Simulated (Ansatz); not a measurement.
An Ansatz (an electronic-structure program) input (plane-wave PAW DFT at the PBE level (Ansatz, 420 eV), without spin-orbit coupling):

Ansatz 0.2 input:
```yaml
crystal:
  lattice:
    - [6.3489355307, 0, 0]
    - [0, 6.3489355307, 0]
    - [0, 0, 6.4112426484]
  atoms:
    - { symbol: Cs, position: [0, 0, 0] }
    - { symbol: Pb, position: [0.5, 0.5, 0.5] }
    - { symbol: I, position: [0, 0.5, 0.5] }
    - { symbol: I, position: [0.5, 0.5, 0] }
    - { symbol: I, position: [0.5, 0, 0.5] }
basis: { ecutwfc: 420, ecutrho_ratio: 4, xc_grid: 2, fft_grid_basis: typed }
kpoints: { mp_grid: { grid: [5, 5, 5] } }
hamiltonian:
  xc: pbe
  dispersion: none
  pseudopotentials: { kind: paw }
scf: { occupations: { method: fermi_dirac, width: 0.05 } }
relax: { f_tol: 0.005, max_steps: 50, cell: { stress_tol: 0.01, fix: [a, b, gamma] } }
output: { forces: true, stress: true }
checkpoint: { write: state.ck, write_every: 1000 }
```

Problem. Which symmetry and how many k-points will the program report, and about how many plane waves at Γ?

Solution. Space group P4/mmm (ITA 123) with 16 operations, k-points 18 of 125, and 4985 plane waves at Γ.

The cells carry an imposed strain or load. Stability against distortions was not tested. The cell was made from CsPbI3 in the cubic perovskite structure (space group Pm-3m, No. 221) by this change: biaxial strain −0.65 %, plane normal [001], relaxed out of plane. Many cubic perovskites are stable only at high temperature; tilts and polar distortions were not tested. This is not the structure that CsPbI3 has at room temperature and ambient pressure.
